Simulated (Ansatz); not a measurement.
**BaO: optics and the fine band structure**

Aim: levels on a fine mesh, and what follows from them: optical spectra of independent particles, band edges or the Fermi surface. Runs: Ansatz LAPW in place of Elk (LAPW).

Program: Ansatz 0.2.0. Level of theory: DFT PBEsol, all-electron LAPW, scalar-relativistic unless said. These are calculated values, not measurements.

## (1) Starting point

Symmetry: Fm-3m, No. 225, cubic system. The conventional cell has a = 5.500 Å, b = 5.500 Å, c = 5.500 Å, α = 90.00°, β = 90.00°, γ = 90.00°. Around Ba (site symmetry m-3m) lie 6 O at 2.75 Å. O (site symmetry m-3m) has 6 Ba at 2.75 Å as nearest neighbours.

Coordinates:

```
CELL_PARAMETERS angstrom
0.00000 2.75000 2.75000
2.75000 0.00000 2.75000
2.75000 2.75000 0.00000
ATOMIC_POSITIONS crystal
Ba 0.00000 0.00000 0.00000
O 0.50000 0.50000 0.50000
```

Cartesian axes are those of the input's lattice vectors. The structure goes back to a database entry.

## (2) Ansatz LAPW in place of Elk, fine mesh, LAPW

Contents of input.yaml:

```yaml
crystal:
  lattice:
    - [0.0, 2.75, 2.75]
    - [2.75, 0.0, 2.75]
    - [2.75, 2.75, 0.0]
  atoms:
    - { symbol: Ba, position: [0.0, 0.0, 0.0] }
    - { symbol: O, position: [0.5, 0.5, 0.5] }
kpoints:
  mp_grid: { grid: [8, 8, 8] }
scf:
  occupations: { method: fixed }
hamiltonian:
  xc: pbesol
  pseudopotentials: { kind: all_electron, lapw: { basis_error: 0.001 } }
output:
  forces: true
  stress: true
  eigenvalues: true
  eigenstates:
    nscf_kmesh: { grid: [16, 16, 16] }
    de_dk: true
    e_range: [-9, 11.88215]
  optics:
    e_range: [0, 25]
    de: 0.2
    sigma: 0.15
    bands: { spectra_wanted_up_to: 25 }
    nscf_kmesh: { grid: [16, 16, 16] }
checkpoint:
  write: ck
  write_wavefunctions: false
```

On the command line:

```console
$ ansatz run input.yaml --threads 1 --pin off --max-ram 3072MiB --backend cpu --events-out ev --progress --plain --runs-dir out
```

## (3) Ansatz LAPW in place of Elk, band extrema, LAPW

Contents of input.yaml:

```yaml
crystal:
  lattice:
    - [0.0, 2.75, 2.75]
    - [2.75, 0.0, 2.75]
    - [2.75, 2.75, 0.0]
  atoms:
    - { symbol: Ba, position: [0.0, 0.0, 0.0] }
    - { symbol: O, position: [0.5, 0.5, 0.5] }
kpoints:
  mp_grid: { grid: [8, 8, 8] }
scf:
  occupations: { method: fixed }
hamiltonian:
  xc: pbesol
  pseudopotentials: { kind: all_electron, lapw: { basis_error: 0.001 } }
output:
  eigenstates:
    kpoints:
      - [0.0, -0.5, -0.5]
      - [0.0, -0.49781162, -0.49781162]
      - [0.0, -0.495623239, -0.495623239]
      - [0.0, -0.491246478, -0.491246478]
      - [0.00218838, -0.5, -0.49781162]
      - [0.004376761, -0.5, -0.495623239]
      - [0.008753522, -0.5, -0.491246478]
      - [0.00218838, -0.49781162, -0.5]
      - [0.004376761, -0.495623239, -0.5]
      - [0.008753522, -0.491246478, -0.5]
      - [0.001547419, -0.498452581, -0.496905163]
      - [0.003094837, -0.496905163, -0.493810325]
      - [0.006189675, -0.493810325, -0.487620651]
      - [0.003094837, -0.498452581, -0.498452581]
      - [0.006189675, -0.496905163, -0.496905163]
      - [0.012379349, -0.493810325, -0.493810325]
      - [0.002526924, -0.497473076, -0.497473076]
      - [0.005053848, -0.494946152, -0.494946152]
      - [0.010107696, -0.489892304, -0.489892304]
      - [-0.000893403, -0.500893403, -0.498213195]
      - [-0.001786805, -0.501786805, -0.49642639]
      - [-0.00357361, -0.50357361, -0.492852779]
      - [0.0, -0.5, -0.5]
      - [0.0, -0.49781162, -0.49781162]
      - [0.0, -0.495623239, -0.495623239]
      - [0.0, -0.491246478, -0.491246478]
      - [0.00218838, -0.5, -0.49781162]
      - [0.004376761, -0.5, -0.495623239]
      - [0.008753522, -0.5, -0.491246478]
      - [0.00218838, -0.49781162, -0.5]
      - [0.004376761, -0.495623239, -0.5]
      - [0.008753522, -0.491246478, -0.5]
      - [0.001547419, -0.498452581, -0.496905163]
      - [0.003094837, -0.496905163, -0.493810325]
      - [0.006189675, -0.493810325, -0.487620651]
      - [0.003094837, -0.498452581, -0.498452581]
      - [0.006189675, -0.496905163, -0.496905163]
      - [0.012379349, -0.493810325, -0.493810325]
      - [0.002526924, -0.497473076, -0.497473076]
      - [0.005053848, -0.494946152, -0.494946152]
      - [0.010107696, -0.489892304, -0.489892304]
      - [-0.000893403, -0.500893403, -0.498213195]
      - [-0.001786805, -0.501786805, -0.49642639]
      - [-0.00357361, -0.50357361, -0.492852779]
    de_dk: true
    e_range: [-3, 4.859019937167]
checkpoint:
  read: ck
  post_process_only: true
```

(Steps that only read results are left out.)

Q: Predict the outcome of this session. Wanted: gap; least direct gap; ε∞; strongest local maximum of Im εxx.

**Answer**, as computed:

```
                         quantity             value
                       gap (LAPW)           1.86 eV
                 least direct gap           1.86 eV
                  ε∞ (xx, yy, zz)  4.53, 4.53, 4.53
strongest local maximum of Im εxx            7.8 eV
```

The gap is 1.86 eV, direct. It is a Kohn-Sham gap, and the spectra are not shifted. The spectra hold no excitons and no local fields. Cautions: no spin-orbit coupling on heavy atoms; semilocal gaps are low, and what follows the gap (onsets, screening, light masses) shifts with it; the listed cell is idealised, measured hot or off later refinements.
